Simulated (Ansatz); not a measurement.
## A vibration from a frozen displacement in Sn

All numbers below come from Ansatz 0.2.0, DFT LDA, scalar-relativistic, plane waves, PAW. Cutoff 420 eV, Γ-centred 10×10×10 k-points, Gaussian smearing of 0.15 eV. No spin polarisation. Energies are free energies at this smearing, counted from the undisturbed cell; pressure is positive in compression.

Reference structure (as given, not relaxed at this level; it stands at -5.2 GPa; this form isn't the usual structure):

```
Sn
1.0
    -6.36300    0.00000    0.00000
     0.00000   -6.36300    0.00000
     3.18150    3.18150    5.83130
Sn
8
Direct
  0.50000 0.50000 0.00000
  0.00000 0.50000 0.00000
  0.50000 0.00000 0.00000
  0.50000 0.50000 0.50000
  0.00000 0.00000 0.00000
  0.00000 0.50000 0.50000
  0.50000 0.00000 0.50000
  0.00000 0.00000 0.50000
```

Atom 1 (Sn) is moved by x along the Cartesian unit vector (0.577, 0.577, 0.577); the cell and all other atoms stay fixed. The cell's volume is 236.10 Å³; the moved atoms weigh 118.710 u together and the others 830.970 u. Some rows repeat others by symmetry and weren't run.

```csv
x (Å),ΔE (meV/cell),total force on the moved atoms along the move (eV/Å),pressure (GPa)
-0.1000,4.37,0.0882,-5.2088
-0.0833,3.03,0.0732,-5.2175
-0.0667,1.94,0.0582,-5.2246
-0.0500,1.09,0.0435,-5.2301
-0.0333,0.48,0.0289,-5.2341
-0.0167,0.12,0.0145,-5.2364
0.0000,0.00,0.0000,-5.2372
0.0167,0.12,-0.0145,-5.2364
0.0333,0.48,-0.0289,-5.2341
0.0500,1.09,-0.0435,-5.2301
0.0667,1.94,-0.0582,-5.2246
0.0833,3.03,-0.0732,-5.2175
0.1000,4.37,-0.0882,-5.2088
```

**Question.** What frequency belongs to this motion?

**Answer.** The force constant is k = −dF/dx = 0.868 eV/Å², from the parabola through x = -0.0167, 0 and 0.0167. In every cell the moved atoms swing against the rest, so the mass is μ = m₁m₂/(m₁ + m₂) = 103.871 u, and ν̃ = 521.5 cm⁻¹ × √(|k|/μ) = 48 cm⁻¹, at this cell's pressure of -5.2 GPa. The pattern needn't be a normal mode: ν̃² is then a weighted mean of the squared nonzero frequencies at the zone centre of this cell, so it lies between the lowest and the highest of them.

**Question.** How far does the harmonic law reach?

**Answer.** At x = -0.100 Å, kx²/2 = 4.34 meV against the computed 4.37 meV (+0.8 %): the well is still close to harmonic there.

In a metal these slopes depend on the k mesh and the smearing.

Cost: 7 runs of about 35 core-minutes in all, on Arm Neoverse V2 (shared hosts).